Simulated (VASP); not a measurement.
Crystal: KI.

```
CELL_PARAMETERS angstrom
0.00000 3.53277 3.53277
3.53277 0.00000 3.53277
3.53277 3.53277 0.00000
ATOMIC_POSITIONS crystal
I 0.50000 0.50000 0.50000
K 0.00000 0.00000 0.00000
```

Base run:

```yaml
Program: VASP 6.6.1
Functional: PBE0(alpha)
Potentials_or_basis: VASP PAW PBE potentials, release 64 (I, K_sv)
Cutoff: 520 eV
k_mesh: 4 × 4 × 4
Occupations: fermi-dirac, width 0.05 eV
Spin: no spin polarisation
```

Its results: band gap on the k mesh 6.69 eV, direct; pressure 0.2 GPa.

**Question.** The run is repeated on the same cell with these changes: share of exact exchange from 0.4 to 0.05. What comes out?

**Answer.** Band gap on the k mesh 4.29 eV, direct; pressure 0.6 GPa.

Caveats: the PAW data sets were made with another functional, which shifts forces and pressure a little; spin-orbit coupling is left out, which moves the levels of the heavy elements.

